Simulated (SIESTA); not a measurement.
Crystal: HfN.

```
CELL_PARAMETERS angstrom
0.00000 2.45482 2.45482
2.45482 0.00000 2.45482
2.45482 2.45482 0.00000
ATOMIC_POSITIONS crystal
Hf 0.00000 0.00000 0.00000
N 0.25000 0.25000 0.25000
```

The cell comes from a database or a generator and needn't be the stable form of this composition.

Base run:

- Program: SIESTA 5.4.2
- Functional: PBEsol
- Potentials or basis: PseudoDojo 0.4 standard (PBEsol files, fully relativistic)
- Basis: DZP (energy shift 0.003 Ry; two zetas on semicore shells)
- Grid cutoff: 800 Ry
- Energy shift: 0.003 Ry
- k mesh: 7 × 7 × 7
- Occupations: fermi-dirac, width 0.05 eV
- Spin: non-collinear spin, zero start, spin-orbit coupling
- Starting moments: [[0.0, 0.0, 0.0], [0.0, 0.0, 0.0]] μB

Its results: band gap on the k mesh none (metal or under the smearing width); pressure -5.1 GPa.

Problem. The run is repeated on the same cell with these changes: potentials or basis from PseudoDojo 0.4 standard (PBEsol files, fully relativistic) to PseudoDojo 0.4 standard (PBEsol files); spin from non-collinear spin, zero start, spin-orbit coupling to no spin polarisation. What comes out?

Solution. Band gap on the k mesh none (metal or under the smearing width); pressure -3.1 GPa.

Caveats: short orbitals over semicore shells can move pressures by several GPa; the basis of atomic orbitals isn't converged, which shifts pressures, moduli and gaps.

Not every run made on this cell is shown here.
